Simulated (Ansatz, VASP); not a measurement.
# Pb: VASP beside Ansatz

The input INCAR:

```
  PREC = Accurate
  ENCUT = 520
  EDIFF = 1E-6
  ISMEAR = 1
  SIGMA = 0.3
  LREAL = False
  LASPH = True
  NELM = 100
  ALGO = Normal
  ISIF = 2
  LWAVE = False
  LCHARG = False
  NBANDS = 13
```

File KPOINTS:

```
Automatic mesh
0
Gamma
  11 11 11
```

POSCAR

```
Pb
1.0
    0.0000000000      2.4375492138      2.4375492138
    2.4375492138      0.0000000000      2.4375492138
    2.4375492138      2.4375492138      0.0000000000
Pb
1
Direct
    0.0000000000      0.0000000000      0.0000000000
```

Input for Ansatz:

```yaml
crystal:
  lattice:
    - [0.0, 2.4375492138, 2.4375492138]
    - [2.4375492138, 0.0, 2.4375492138]
    - [2.4375492138, 2.4375492138, 0.0]
  atoms:
    - { symbol: Pb, position: [0.0, 0.0, 0.0] }
hamiltonian:
  xc: lda
  pseudopotentials:
    kind: paw
    azcp:
      Pb: "pseudopotentials/Pb.paw.azcp"
basis:
  ecutwfc: 420
  fft_grid_basis: typed
kpoints:
  mp_grid: { grid: [11, 11, 11], shift: [0, 0, 0] }
magnetization:
  spin_polarized: false
scf:
  occupations: { method: cold, width: 0.3 }
  lower_state_search: "off"
output:
  stress: true
```

Alike in both runs: task single point; functional LDA; k mesh 11 × 11 × 11; no spin polarisation.

|  | VASP | Ansatz |
| --- | --- | --- |
| version | VASP 6.6.1 | Ansatz 0.2.0 |
| potentials or method | VASP PAW LDA potentials, release 64 (Pb_d) | plane waves (420 eV) with PAW, scalar-relativistic |
| plane-wave cutoff (eV) | 520 | 420 |
| occupations | methfessel-paxton of order 1, width 0.3 eV | cold, width 0.3 eV |
| valence electrons in the cell | 14 | 14 |

|  | VASP | Ansatz | Ansatz less VASP |
| --- | --- | --- | --- |
| pressure (GPa) | -0.1 | -0.1 | -0.07 |

Ansatz warned: «pseudo_functional_mismatch».

Spin-orbit coupling is left out, which matters for the levels of Pb.
